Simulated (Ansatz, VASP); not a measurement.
This is a calculation of BN for VASP 6.6.1.

INCAR

```
SYSTEM = BN
  ALGO = Normal
  EDIFF = 1E-7
  ENCUT = 520
  GGA = PE
  ISIF = 2
  ISMEAR = -1
  LASPH = .TRUE.
  LCHARG = .FALSE.
  LREAL = .FALSE.
  LWAVE = .FALSE.
  NBANDS = 11
  NELM = 100
  PREC = Accurate
  SIGMA = 0.04
```

KPOINTS

```
k-points
0
G
  8 8 8
  0 0 0
```

The input POSCAR:

```
BN
1.0
    0.0000000000      3.4953158300      2.1660912400
    1.2516321000      0.0000000000      2.1660912400
    1.2516321000      3.4953158300      0.0000000000
N B
1 1
Direct
    0.6666513400      0.6666513400      0.3333486600
    0.0000486500      0.0000486500      0.9999513500
```

Potentials or basis: VASP PAW PBE potentials, release 64 (N, B).

Run with:

```bash
$ cat potpaw_PBE.64/N/POTCAR potpaw_PBE.64/B/POTCAR > POTCAR
$ mpirun -np 1 vasp_std > vasp.out
```

Task: Set up the same calculation for Ansatz 0.2.0. Potentials there: all-electron LAPW, scalar-relativistic.

Result: As run (the cutoff follows the program's own potentials):

Contents of input.yaml:

```yaml
crystal:
  lattice:
    - [0.0, 3.49531583, 2.16609124]
    - [1.2516321, 0.0, 2.16609124]
    - [1.2516321, 3.49531583, 0.0]
  atoms:
    - { symbol: "N", position: [0.66665134, 0.66665134, 0.33334866] }
    - { symbol: B, position: [4.865e-05, 4.865e-05, 0.99995135] }
kpoints:
  mp_grid: { grid: [8, 8, 8] }
scf:
  occupations: { method: fermi_dirac, width: 0.04 }
hamiltonian:
  xc: pbe
  pseudopotentials: { kind: all_electron, lapw: { basis_error: 0.002 } }
output:
  forces: true
  stress: true
  eigenvalues: true
```

Potentials or basis: all-electron LAPW, scalar-relativistic.

The run is started by

```sh
$ ansatz run input.yaml --threads 1 --pin off --max-ram 3072MiB --backend cpu --events-out ev --progress --plain --runs-dir out
```

Both were run:

|  | VASP | Ansatz | Ansatz less VASP |
| --- | --- | --- | --- |
| gap on the k mesh at the Fermi level (eV) | 3.82 | 3.82 | +0.001 |
| least direct gap on the mesh (eV) | 4.80 | 4.80 | 0.000 |
| pressure (GPa) | 3.3 | 3.2 | -0.10 |
| largest component of the traceless stress (GPa) | 1.70 | 1.46 | -0.240 |
| rms of the force components (eV/Å) | 0.006 | 0.006 | -0.0001 |

Atom by atom the forces differ by 0.000 eV/Å (rms over components). Ansatz ran all-electron here, so the differences hold the error of VASP's frozen core and of both bases.

A k mesh can miss the band edges. As with any semilocal functional, this PBE gap is likely too small.
